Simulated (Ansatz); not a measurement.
## Te2Mo in Ansatz: the effect of functional

Crystal: Te2Mo.

```
Te Mo
1.0
     6.33000    0.00000    0.00000
     0.00000    3.46900    0.00000
    -0.94679    0.00000   13.82762
Te Mo
8 4
Cartesian
  5.4013 2.6018 8.3588
  -0.0181 0.8672 5.4688
  4.9099 0.8672 11.7728
  0.4733 2.6018 2.0548
  1.7550 2.6018 12.3826
  3.6282 0.8672 1.4450
  2.1916 0.8672 8.9658
  3.1917 2.6018 4.8618
  4.2299 2.6018 13.7253
  1.1533 0.8672 0.1023
  3.8493 0.8672 6.8225
  1.5339 2.6018 7.0051
```

Alike in all runs:

```yaml
Program: Ansatz 0.2.0
Task: projected density of states
Potentials_or_basis: Ansatz PAW
k_mesh: 4 × 8 × 2
Occupations: fermi-dirac, width 0.05 eV
Spin: no spin polarisation
```

One run gave: pressure -3.3 GPa; largest force 0.41 eV/Å. Which functional did it use?
A. PBEsol
B. r2SCAN
C. LDA

C.

| functional | cutoff | pressure (GPa) | largest force (eV/Å) |
| --- | --- | --- | --- |
| LDA | 420 eV (not typed: the program's choice for these potentials) | -3.3 | 0.41 |
| PBEsol | 420 eV (not typed: the program's choice for these potentials) | -1.4 | 0.23 |
| r2SCAN | 500 eV (not typed: the program's choice for these potentials) | 2.0 | 0.30 |

Caveats: the PAW data sets come from PBE, with cores solved anew for the run's functional, which leaves a small shift of forces and pressure; the density of states is complete only up to the lowest level of the last band computed.
